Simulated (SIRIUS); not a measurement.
Fe in SIRIUS: convergence with k mesh

Input of the first run (k mesh 2 × 2 × 2); the others differ in this setting and in those tied to it:

The input sirius.json:

```json
{
  "control": {
    "processing_unit": "cpu",
    "std_evp_solver_name": "lapack",
    "gen_evp_solver_name": "lapack",
    "verbosity": 2,
    "print_forces": true,
    "ortho_rf": true,
    "use_second_variation": true,
    "rmt_max": 3.0,
    "num_bands_to_print": 18,
    "save_wf": true
  },
  "parameters": {
    "electronic_structure_method": "full_potential_lapwlo",
    "xc_functionals": ["XC_GGA_X_PBE", "XC_GGA_C_PBE"],
    "core_relativity": "dirac",
    "valence_relativity": "iora",
    "num_fv_states": 18,
    "smearing": "fermi_dirac",
    "smearing_width": 0.0018374661,
    "pw_cutoff": 20,
    "gk_cutoff": 3.86,
    "lmax_apw": 10,
    "lmax_rho": 8,
    "lmax_pot": 8,
    "num_mag_dims": 1,
    "auto_rmt": 0,
    "ngridk": [2, 2, 2],
    "shiftk": [0, 0, 0],
    "num_dft_iter": 80,
    "energy_tol": 1e-07,
    "density_tol": 1e-05,
    "use_symmetry": true
  },
  "settings": {"tol_ne": 1e-10},
  "iterative_solver": {"type": "exact"},
  "mixer": {"type": "anderson", "beta": 0.4, "max_history": 8},
  "unit_cell": {
    "lattice_vectors": [[0.0, 3.6693562205, 3.7135105628], [2.831640666, 0.0, 3.7135105628], [2.831640666, 3.6693562205, 0.0]],
    "atom_types": ["Fe"],
    "atom_files": {"Fe": "Fe.json"},
    "atoms": {"Fe": [[0.0, 0.0, 0.0, 0.0, 0.0, 3.0]]}
  }
}
```

Fe.json

```json
{
  "name": "iron",
  "symbol": "Fe",
  "number": 26,
  "mass": 55.845,
  "rmin": 1e-06,
  "rmt": 2.28,
  "nrmt": 800,
  "rinf": 15.61,
  "core": "1s2s2p",
  "valence": [
    {"basis": [{"enu": 0.13, "dme": 0, "n": 0, "auto": 0}, {"enu": 0.13, "dme": 1, "n": 0, "auto": 0}]},
    {"l": 0, "n": 1, "basis": [{"enu": 0.23, "dme": 0, "n": 0, "auto": 0}]},
    {"l": 1, "n": 2, "basis": [{"enu": 0.23, "dme": 0, "n": 0, "auto": 0}]},
    {"l": 2, "n": 3, "basis": [{"enu": 0.23, "dme": 0, "n": 0, "auto": 0}]},
    {"l": 3, "n": 4, "basis": [{"enu": 0.23, "dme": 0, "n": 0, "auto": 0}]}
  ],
  "lo": [
    {"l": 0, "basis": [{"enu": 0.23, "dme": 0, "n": 0, "auto": 0}, {"enu": 0.23, "dme": 1, "n": 0, "auto": 0}]},
    {
      "l": 0,
      "basis": [{"enu": -2.9986, "dme": 0, "n": 3, "auto": 1}, {"enu": -2.9986, "dme": 1, "n": 3, "auto": 1}]
    },
    {
      "l": 0,
      "basis": [{"enu": -2.9986, "dme": 1, "n": 3, "auto": 1}, {"enu": 0.23, "dme": 0, "n": 0, "auto": 0}]
    },
    {"l": 0, "basis": [{"enu": 0.23, "dme": 0, "n": 0, "auto": 0}, {"enu": 3.3079, "dme": 0, "n": 0, "auto": 0}]},
    {"l": 1, "basis": [{"enu": 0.23, "dme": 0, "n": 0, "auto": 0}, {"enu": 0.23, "dme": 1, "n": 0, "auto": 0}]},
    {
      "l": 1,
      "basis": [{"enu": -1.7694, "dme": 0, "n": 3, "auto": 1}, {"enu": -1.7694, "dme": 1, "n": 3, "auto": 1}]
    },
    {
      "l": 1,
      "basis": [{"enu": -1.7694, "dme": 1, "n": 3, "auto": 1}, {"enu": 0.23, "dme": 0, "n": 0, "auto": 0}]
    },
    {"l": 1, "basis": [{"enu": 0.23, "dme": 0, "n": 0, "auto": 0}, {"enu": 3.7696, "dme": 0, "n": 0, "auto": 0}]},
    {"l": 2, "basis": [{"enu": 0.23, "dme": 0, "n": 0, "auto": 0}, {"enu": 0.23, "dme": 1, "n": 0, "auto": 0}]},
    {"l": 2, "basis": [{"enu": 0.23, "dme": 1, "n": 0, "auto": 0}, {"enu": 0.23, "dme": 2, "n": 0, "auto": 0}]},
    {"l": 2, "basis": [{"enu": 0.23, "dme": 0, "n": 0, "auto": 0}, {"enu": 3.2309, "dme": 0, "n": 0, "auto": 0}]},
    {"l": 3, "basis": [{"enu": 0.23, "dme": 0, "n": 0, "auto": 0}, {"enu": 0.23, "dme": 1, "n": 0, "auto": 0}]},
    {"l": 3, "basis": [{"enu": 0.23, "dme": 0, "n": 0, "auto": 0}, {"enu": 3.5772, "dme": 0, "n": 0, "auto": 0}]}
  ],
  "free_atom": [... radial grid and density of the free atom, the start of the SCF ...]
}
```

Contents of sirius_start.json:

```json
{
  "control": {
    "processing_unit": "cpu",
    "std_evp_solver_name": "lapack",
    "gen_evp_solver_name": "lapack",
    "verbosity": 1,
    "print_forces": false,
    "ortho_rf": true,
    "use_second_variation": true,
    "rmt_max": 3.0,
    "num_bands_to_print": 18,
    "save_wf": false
  },
  "parameters": {
    "electronic_structure_method": "full_potential_lapwlo",
    "xc_functionals": ["XC_LDA_X", "XC_LDA_C_PW"],
    "core_relativity": "dirac",
    "valence_relativity": "iora",
    "num_fv_states": 18,
    "smearing": "fermi_dirac",
    "smearing_width": 0.0055123983,
    "pw_cutoff": 20,
    "gk_cutoff": 3.09,
    "lmax_apw": 10,
    "lmax_rho": 8,
    "lmax_pot": 8,
    "num_mag_dims": 1,
    "auto_rmt": 0,
    "ngridk": [1, 1, 1],
    "shiftk": [0, 0, 0],
    "num_dft_iter": 30,
    "energy_tol": 0.01,
    "density_tol": 0.05,
    "use_symmetry": true
  },
  "settings": {"tol_ne": 1e-10},
  "iterative_solver": {"type": "exact"},
  "mixer": {"type": "anderson", "beta": 0.4, "max_history": 8},
  "unit_cell": {
    "lattice_vectors": [[0.0, 3.6693562205, 3.7135105628], [2.831640666, 0.0, 3.7135105628], [2.831640666, 3.6693562205, 0.0]],
    "atom_types": ["Fe"],
    "atom_files": {"Fe": "Fe.json"},
    "atoms": {"Fe": [[0.0, 0.0, 0.0, 0.0, 0.0, 3.0]]}
  }
}
```

Potentials or basis: all-electron FP-LAPW, apw+lo standard.

Command:

```sh
$ OMP_NUM_THREADS=1 sirius.scf --input=sirius_start.json --output=start.json
$ OMP_NUM_THREADS=1 sirius.scf --input=sirius.json --output=output.json --task=1
```

Hardware: 1 thread of Arm Neoverse V1, on a shared host.

```
      k mesh  energy less the tightest run, at zero smearing (meV/atom)  largest site moment (μB)  SCF cycles  CPU time (s)  peak memory (GiB)
   2 × 2 × 2                                                    1400.13                      3.37          10            19               0.38
   4 × 4 × 4                                                      -6.86                      1.98          21            46                0.4
   6 × 6 × 6                                                     -33.23                      2.29          12            40               0.43
   8 × 8 × 8                                                      10.98                      2.28          12            37               0.48
10 × 10 × 10                                                      -6.62                      2.21          10            44               0.55
13 × 13 × 13                                                       0.48                      2.21          11            75               0.72
16 × 16 × 16                                                       0.00                      2.24          10           110                  1
```

Against the tightest run, the energy stays within 1 meV/atom from 13 × 13 × 13 on. Not settled before the last step: the largest site moment (to 0.02 μB). Meshes of other sizes hit other points, so gaps and Fermi surfaces needn't settle smoothly. The tightest run that finished is the yardstick and may itself not be fully converged.
